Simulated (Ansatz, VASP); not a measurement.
# Te: VASP beside Ansatz

Contents of INCAR:

```
SYSTEM = Te
ALGO     = Normal         ! electronic algorithm
EDIFF    = 1E-6           ! SCF threshold, eV
ENCUT    = 520            ! plane-wave cutoff, eV
GGA      = PE             ! functional
ISIF     = 2              ! what is computed and relaxed
ISMEAR   = 0              ! smearing method
LASPH    = .TRUE.         ! aspherical terms in the spheres
LCHARG   = .FALSE.        ! write CHGCAR
LREAL    = .FALSE.        ! projectors in reciprocal space
LWAVE    = .FALSE.        ! write WAVECAR
NBANDS   = 9              ! bands
NELM     = 100            ! most SCF steps
PREC     = Accurate       ! precision mode
SIGMA    = 0.02           ! smearing width, eV
```

KPOINTS

```
k-points
0
G
  9 9 9
  0 0 0
```

Contents of POSCAR:

```
Te
1.0
    3.1541904700      0.0000000000      0.0000000000
   -0.2173210954      3.1466949427      0.0000000000
   -0.2173210954     -0.2328476703      3.1380680402
Te
1
Direct
    0.5000000000      0.5000000000      0.5000000000
```

File input.yaml:

```yaml
crystal:
  lattice:
    - [3.15419047, 0.0, 0.0]
    - [-0.2173210954, 3.1466949427, 0.0]
    - [-0.2173210954, -0.2328476703, 3.1380680402]
  atoms:
    - { symbol: Te, position: [0.5, 0.5, 0.5] }
kpoints:
  mp_grid: { grid: [9, 9, 9] }
scf:
  occupations: { method: gaussian, width: 0.02 }
hamiltonian:
  xc: pbe
  pseudopotentials: { kind: all_electron, lapw: { basis_error: 0.001 } }
output:
  forces: true
  stress: true
  eigenvalues: true
```

Alike in both runs: task single point; functional PBE; k mesh 9 × 9 × 9; occupations gaussian, width 0.02 eV; no spin polarisation.

|  | VASP | Ansatz |
| --- | --- | --- |
| version | VASP 6.6.1 | Ansatz 0.2.0 |
| potentials or method | VASP PAW PBE potentials, release 64 (Te) | all-electron LAPW, scalar-relativistic |
| plane-wave cutoff (eV) | 520 | see its input |

VASP gave:

| Item | Value |
| --- | --- |
| gap on the k mesh at the Fermi level (eV) | none |
| pressure (GPa) | 2.6 |
| largest component of the traceless stress (GPa) | 0.08 |

**Question.** Estimate Ansatz's values.

**Answer.** gap on the k mesh at the Fermi level (eV): none; pressure (GPa): 2.7; largest component of the traceless stress (GPa): 0.08.

A gap of «none» marks a metal or a gap that the smearing closes. Ansatz ran all-electron here, so the differences hold the error of VASP's frozen core and of both bases.

Spin-orbit coupling is left out, which matters for the levels of Te.
